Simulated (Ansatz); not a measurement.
# BaTiO3 (Barioperovskite) (Amm2) in Ansatz: band structure with r2SCAN

Aim: the band structure of BaTiO3 (Barioperovskite) with r2SCAN.

Program: Ansatz 0.2.0. These are calculated values, not measurements. Logs are shortened: lines on timing, memory, paths and dates and some standing lists are left out, and cuts for length are marked.

## Step 1: Starting point

It takes space group Amm2 (No. 38, orthorhombic). Conventional cell: a = 3.986 Å, b = 5.674 Å, c = 5.690 Å, α = 90.00°, β = 90.00°, γ = 90.00°. Ba (site symmetry mm2) has 12 O at 2.77 to 2.92 Å as nearest neighbours. Around Ti (site symmetry mm2) lie 6 O at 1.93 to 2.09 Å. O (site symmetry m) has 2 Ti at 1.93 to 2.09 Å as nearest neighbours. Around O (site symmetry mm2) lie 2 Ti at 2.00 Å.

## Step 2: Band structure, r2SCAN

Contents of input.yaml:

```yaml
crystal:
  lattice:
    - [3.9855, 0.0, 0.0]
    - [0.0, 2.8369, 2.84515]
    - [0.0, -2.8369, 2.84515]
  atoms:
    - { symbol: Ba, position: [0.0, 0.0, 0.0] }
    - { symbol: Ti, position: [0.5, 0.5124, 0.5124] }
    - { symbol: O, position: [0.5, 0.99184, 0.50524] }
    - { symbol: O, position: [0.5, 0.50524, 0.99184] }
    - { symbol: O, position: [0.0, 0.4874, 0.4874] }
hamiltonian:
  xc: r2scan
  pseudopotentials: { kind: paw }
kpoints:
  mp_grid: { grid: [7, 7, 7] }
  band_path:
    path:
      - [[0.0, 0.0, 0.0], [0.0, 0.4985522663, -0.4985522663], [0.0, 0.0, -0.5], [-0.5, 0.0, -0.5], [-0.5, 0.4985522663, -0.4985522663], [-0.5, 0.0, 0.0], [0.0, 0.0, 0.0], [0.0, -0.5, -0.5], [0.0, -0.4985522663, -0.5014477337], [-0.5, -0.4985522663, -0.5014477337], [-0.5, -0.5, -0.5], [0.0, -0.5, -0.5]]
      - [[-0.5, 0.0, 0.0], [-0.5, -0.5, -0.5]]
    npoints: 14
scf:
  occupations: { method: fermi_dirac, width: 0.05 }
  n_extra_bands: 12
output:
  forces: true
  stress: true
  eigenvalues: true
  fatbands: true
```

Potentials or basis: Ansatz PAW.

Launch:

```sh
$ ansatz run input.yaml --threads 2 --pin off --max-ram 5632MiB --backend cpu --events-out ev --progress --plain --runs-dir out
```

Output:

```text
Warning: RAYON_NUM_THREADS=2 ignored (pool sized by the plan → 2); use --threads N
scf.n_extra_bands = 12 over 20 filled bands (N_el = 40.0): the run solves 32 bands
Engine: ansatz 0.2.0, x86_64-unknown-linux-gnu
Pseudopotentials: kind: paw
Pseudopotential: Ba, paw, valence charge 10, recommended cutoff 500 eV (meta_gga), Ba.paw.azcp
Pseudopotential: Ti, paw, valence charge 12, recommended cutoff 500 eV (meta_gga), Ti.paw.azcp
Pseudopotential: O, paw, valence charge 6, recommended cutoff 500 eV (meta_gga), O.paw.azcp
Functional definition: r2SCAN
  parameter k0 = 0.174
  parameter k1 = 0.065
  parameter a1 = 4.9479
  exchange = r2scan_x(k0 = k0, k1 = k1, a1 = a1)
  correlation = r2scan_c
Crystal: 5 atoms, lattice volume = 64.337 Å³
Basis set: ecut = 500 eV, 1639 PW (Γ), exchange–correlation on 120×120×120 points (64 copies of the dense FFT grid, shifted against one another)
Bands: 32, of which v1, the nominal top of the filled ones, is band 20 counted from 1 (19 counted from 0)
Symmetry: 4 space group operations
Space group: Amm2 (ITA 38), of the structure as read, at distance tolerance 4.0e-5 Å
k-points: 64 of 343 (time reversal used)
Non-local potential: Ba, projectors of the file, l = 0: 3, l = 1: 2, l = 2: 2, l = 3: 2
Non-local potential: Ti, projectors of the file, l = 0: 3, l = 1: 2, l = 2: 3, l = 3: 1
Non-local potential: O, projectors of the file, l = 0: 2, l = 1: 2, l = 2: 1
PAW form: soft (Blöchl's): semilocal exchange-correlation on the pseudo side does not see the compensation charge
PAW frozen core: Ba, regenerated for the run's functional (the file was generated under x = pbe(κ = 0.804, μ = 0.2195149727645171), c = pbe(β = 0.06672455060314922))
PAW frozen core: Ti, regenerated for the run's functional (the file was generated under x = pbe(κ = 0.804, μ = 0.2195149727645171), c = pbe(β = 0.06672455060314922))
PAW frozen core: O, regenerated for the run's functional (the file was generated under x = pbe(κ = 0.804, μ = 0.2195149727645171), c = pbe(β = 0.06672455060314922))
PAW one-centre angular grid: Ba, 302 points (default); XC on 160 Gauss nodes
PAW one-centre angular grid: Ti, 590 points (default); XC on 160 Gauss nodes
PAW one-centre angular grid: O, 302 points (default); XC on 160 Gauss nodes
Initial density: superposition of atomic densities (neutral atoms: chi_scale 0, normalization atom), corrected by the library's trained network
Initial wavefunctions: pseudopotential atomic-orbital guess
Functional: x = r2scan, c = r2scan; τ floored in thin density (d = 2e-4 eV/Å³)
SCF iter   1: F=—  HF=-10183.698963 eV  |F-HF|=—  |Δ(HF+E_count)|=         —  Δρ=2.19e-2  dr2=3.86e-1  dr2_τ=2.43e-1  ethr=1.77e-3  ⟨swp⟩=6.5  Hψ=10754  notcnv=0  defer=75
preconditioner: auto → Resta (q_TF=auto, 2.521 Å⁻¹)  ε∞=3.8  [insulator: Δε(μ)=2.842 eV  Ē_g=15.789 eV  σ=0.050 eV  W_gap=1.00  n_scr=18 (ndim 8)  ℏωp=26.2 eV  f_vac=0.000  D(μ)=0.00/eV (n_scr^D=0)  ε∞_Penn≈3.8]
SCF iter   2: F=—  HF=-10183.808823 eV  |F-HF|=—  |Δ(HF+E_count)|=   1.10e-1  Δρ=1.33e-2  dr2=8.06e-2  dr2_τ=2.52e-2  ethr=9.65e-4  ⟨swp⟩=3.3  Hψ=4066  notcnv=0  defer=420
SCF iter   3: F=—  HF=-10183.796433 eV  |F-HF|=—  |Δ(HF+E_count)|=   1.24e-2  Δρ=3.71e-3  dr2=5.77e-3  dr2_τ=4.32e-4  ethr=2.01e-4  ⟨swp⟩=2.1  Hψ=2548  notcnv=0  defer=420
SCF iter   4: F=—  HF=-10183.795683 eV  |F-HF|=—  |Δ(HF+E_count)|=   7.49e-4  Δρ=1.44e-3  dr2=1.12e-3  dr2_τ=1.33e-4  ethr=1.44e-5  ⟨swp⟩=2.0  Hψ=2984  notcnv=0  defer=420
SCF iter   5: F=—  HF=-10183.795529 eV  |F-HF|=—  |Δ(HF+E_count)|=   1.55e-4  Δρ=2.92e-4  dr2=4.47e-5  dr2_τ=3.32e-6  ethr=2.79e-6  ⟨swp⟩=2.1  Hψ=2206  notcnv=0  defer=420
SCF iter   6: F=—  HF=-10183.795533 eV  |F-HF|=—  |Δ(HF+E_count)|=   3.85e-6  Δρ=1.40e-4  dr2=1.12e-5  dr2_τ=1.48e-6  ethr=1.12e-7  ⟨swp⟩=2.0  Hψ=2763  notcnv=0  defer=420
SCF iter   7: F=—  HF=-10183.795531 eV  |F-HF|=—  |Δ(HF+E_count)|=   1.68e-6  Δρ=4.27e-5  dr2=1.32e-6  dr2_τ=6.82e-8  ethr=2.80e-8  ⟨swp⟩=2.0  Hψ=2350  notcnv=0  defer=420
SCF iter   8: F=—  HF=-10183.795531 eV  |F-HF|=—  |Δ(HF+E_count)|=   6.62e-8  Δρ=1.42e-5  dr2=1.47e-7  dr2_τ=9.63e-9  ethr=3.31e-9  ⟨swp⟩=2.1  Hψ=2268  notcnv=0  defer=420
SCF iter   9: F=-10183.795531 eV  HF=-10183.795531 eV  |F-HF|=7.23e-9  |Δ(HF+E_count)|=   1.84e-8  Δρ=3.48e-6  dr2=8.43e-9  dr2_τ=1.46e-10  ethr=2.50e-10  ⟨swp⟩=11.2  Hψ=11278  notcnv=0
SCF 1 converged in 9 iterations: F = -10183.795531 eV  dr2 = 8.43e-9
NSCF: frozen V_eff on 170 k-points
SCF converged after 9 iterations
Free energy (F): -10183.795531 eV
Harris-Foulkes:  -10183.795531 eV  (|F-HF|=7.23e-9)
Internal energy: -10183.795531 eV  (E = F + TS)
E sigma→0 (E₀):  -10183.795531 eV
Fermi energy:    11.101240 eV
--- Per-component energies (eV) ---
  E_band       = -175.741639
  E_kinetic    = 973.439248
  E_local      = -2101.465401  (includes V_loc(G=0)·N_el)
  E_nonlocal   = 199.424017
  E_hartree    = 820.509822
  E_xc         = -475.292061
  E_vxc        = -604.194245  (∫ρ·V_xc dr)
  E_paw        = -6784.878436  (= ΣΔE_a)
  E_vpaw       = -320.725291  (= ΣTr[D̂ρ^β])
  E_aug_tail   = 0.003073  (compensation charges beyond the density's cutoff)
  E_vtau       = 36.757759  (kinetic-family band-sum trace: ∫τ·v_τ [+ j·A + Jᵃ·Aᵃ] dr)
  E_ewald      = -2815.256928
  E_core_change = -0.278864  (= ΣΔE_core)
  E_smearing   = -0.000000  (= −TS)
  E_closure    = -0.000000  (closes the sum)
  Σ components = -10183.795531   (vs F -10183.795531, Δ=0.00e0)
--- Forces (eV/Å), atoms counted from 1 ---
  atom   1  Ba    -0.00000000     0.00000000     0.16345965
  atom   2  Ti    -0.00000000     0.00000000     0.20548531
  atom   3  O     -0.00000000    -0.03686627    -0.31144166
  atom   4  O     -0.00000000     0.03686627    -0.31144166
  atom   5  O     -0.00000000     0.00000000     0.25407405
  max |Σ_I F_I| component: 1.36e-4 eV/Å
--- Stress (GPa, compression-positive) ---
       -0.741901       0.000000       0.000000
        0.000000      -0.643500      -0.000000
        0.000000      -0.000000      -1.309704
  P = ⅓ Tr σ = -0.8984 GPa (-8.984 kbar)
--- Band table (eV; the first three rows and the last of 64) ---
  k-point 0: bands = ["-48.8481", "-24.0057", "-24.0043", "-23.9875", "-15.3712", "-7.8694", "-7.2500", "-7.2340", "-0.1573", "-0.1518", "-0.1356", "7.6201", "7.6242", "7.6261", "8.6987", "8.7518", "8.8051", "9.6333", "9.7217", "9.7647", "12.2074", "12.2646", "12.4139", "14.3112", "14.3531", "15.6021", "15.6995", "18.2902", "19.2092", "19.2406", "19.2446", "21.9709"]
  k-point 1: bands = ["-48.8480", "-24.0153", "-24.0046", "-23.9872", "-15.3475", "-7.8820", "-7.2442", "-7.2128", "-0.1251", "-0.1046", "-0.0774", "7.2869", "7.5705", "7.5729", "8.4685", "8.5647", "8.7027", "9.2857", "9.5248", "9.6368", "12.3052", "12.5958", "12.6717", "14.3418", "14.8547", "15.9578", "16.0767", "18.7694", "19.1859", "19.4280", "19.4665", "21.9625"]
  k-point 2: bands = ["-48.8476", "-24.0382", "-24.0038", "-23.9863", "-15.2934", "-7.9728", "-7.2229", "-7.0996", "-0.0549", "-0.0329", "0.0923", "6.5514", "7.3977", "7.4012", "8.1240", "8.2741", "8.4427", "8.5863", "9.3136", "9.3986", "12.3693", "13.2713", "13.3194", "14.3419", "15.7430", "16.7942", "17.0317", "19.0575", "19.8644", "19.9694", "20.0598", "21.8313"]
  k-point 63: bands = ["-48.8456", "-24.0516", "-24.0502", "-24.0380", "-15.1001", "-7.0942", "-7.0419", "-7.0010", "-0.8112", "-0.7677", "-0.6804", "5.5712", "6.1303", "6.1656", "7.3880", "7.5706", "7.5780", "9.7675", "9.8096", "9.8625", "14.3935", "14.4408", "14.4514", "17.3621", "17.5450", "17.7584", "18.0917", "18.2307", "20.4877", "20.5675", "21.5201", "21.8071"]
```

Run time: 88 s. Hardware: 2 threads of Intel Xeon at 2.50GHz (Skylake/Cascade Lake), shared host; peak memory 0.59 GiB.

What came out:

| Quantity | Value |
| --- | --- |
| Free energy | -10183.7955 eV |
| Pressure | -0.9 GPa |
| Largest force | 0.314 eV/Å |
| Band gap on the k mesh | 2.34 eV, indirect (least direct gap 2.44 eV) |
| Band gap along the path | 2.26 eV, indirect (least direct gap 2.44 eV) |

Forces in eV/Å, atoms in the order of the input:
```
Ba   0.000  0.000  0.163
Ti   0.000  0.000  0.205
O    0.000 -0.037 -0.311
O    0.000  0.037 -0.311
O    0.000  0.000  0.254
```

Levels at the corners of the path, in eV from the valence-band top:
| point | band 17 | band 18 | band 19 | band 20 | band 21 | band 22 | band 23 | band 24 |
| --- | --- | --- | --- | --- | --- | --- | --- | --- |
| Γ | -1.14 | -0.31 | -0.22 | -0.18 | 2.26 | 2.32 | 2.47 | 4.37 |
| X | -1.67 | -0.89 | -0.85 | -0.10 | 3.92 | 3.98 | 4.35 | 5.28 |
| S | -1.82 | -1.65 | -0.80 | -0.73 | 2.47 | 3.90 | 3.93 | 4.39 |
| R | -1.74 | -0.87 | -0.86 | -0.05 | 3.93 | 3.94 | 4.35 | 5.16 |
| A | -2.35 | -0.05 | -0.01 | 0.00 | 4.54 | 4.58 | 4.60 | 7.35 |
| Z | -1.79 | -1.70 | -0.81 | -0.77 | 2.42 | 3.88 | 3.96 | 4.35 |
| Γ | -1.14 | -0.31 | -0.22 | -0.18 | 2.26 | 2.32 | 2.47 | 4.37 |
| Y | -1.67 | -0.89 | -0.85 | -0.10 | 3.92 | 3.98 | 4.35 | 5.28 |
| X1 | -1.67 | -0.89 | -0.85 | -0.10 | 3.92 | 3.98 | 4.35 | 5.28 |
| A1 | -2.35 | -0.05 | -0.01 | 0.00 | 4.54 | 4.58 | 4.60 | 7.35 |
| T | -2.35 | -0.05 | -0.01 | 0.00 | 4.54 | 4.58 | 4.60 | 7.35 |
| Y | -1.67 | -0.89 | -0.85 | -0.10 | 3.92 | 3.98 | 4.35 | 5.28 |
| Z | -1.79 | -1.70 | -0.81 | -0.77 | 2.42 | 3.88 | 3.96 | 4.35 |
| T | -2.35 | -0.05 | -0.01 | 0.00 | 4.54 | 4.58 | 4.60 | 7.35 |

Caveat: the k mesh misses the band edges, so the gap on the mesh is wider than the one along the path; spin-orbit coupling is left out, which moves the levels of the heavy elements; the PAW data sets come from PBE, with cores solved anew for the run's functional, which leaves a small shift of forces and pressure. r2SCAN opens gaps a little over a GGA but as a rule still falls short of measured ones.
